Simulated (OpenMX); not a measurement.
ZrB2 under changes of volume

One of the cells (10.249 Å³/atom); the others are scaled copies at fixed shape and fractional positions:

```
CELL_PARAMETERS angstrom
3.17000 0.00000 0.00000
-1.58500 2.74530 0.00000
0.00000 0.00000 3.53300
ATOMIC_POSITIONS crystal
Zr 0.00000 0.00000 0.00000
B 0.66667 0.33333 0.50000
B 0.33333 0.66667 0.50000
```

| Item | Value |
| --- | --- |
| Program | OpenMX 3.8.5 |
| Functional | PBE |
| Potentials or basis | OpenMX 2013 PBE set, Zr7.0-s3p2d1, B7.0-s2p2, fixed grid of 32 × 32 × 42 points |
| k mesh | 11 × 11 × 9 |
| Occupations | fermi-dirac, width 0.05 eV |
| Spin | no spin polarisation |

```tsv
volume (Å³/atom)	energy over the lowest point (meV/atom)	largest force (eV/Å)
9.634	?	?
9.839	23.46	0.008
10.044	8.89	0.007
10.249	1.26	0.007
10.454	0.00	0.006
10.659	4.46	0.006
10.864	14.12	0.005
```

What does the run at 9.634 Å³/atom give?

Energy over the lowest point 45.69 meV/atom; largest force 0.008 eV/Å.

Worked out: A Birch-Murnaghan fit of order 3 (a polynomial in V^(-2/3)) to the other rows has its minimum at 10.39 Å³/atom with B0 = V·E''(V) = 234 GPa and B' = 4.0 at fixed shape and positions, which overstates the stiffness. It gives 45.75 meV/atom at 9.634 Å³/atom, against the run's 45.69.

Energies are extrapolated to zero smearing.

Caveats: the basis of atomic orbitals isn't converged, which shifts pressures, moduli and gaps.
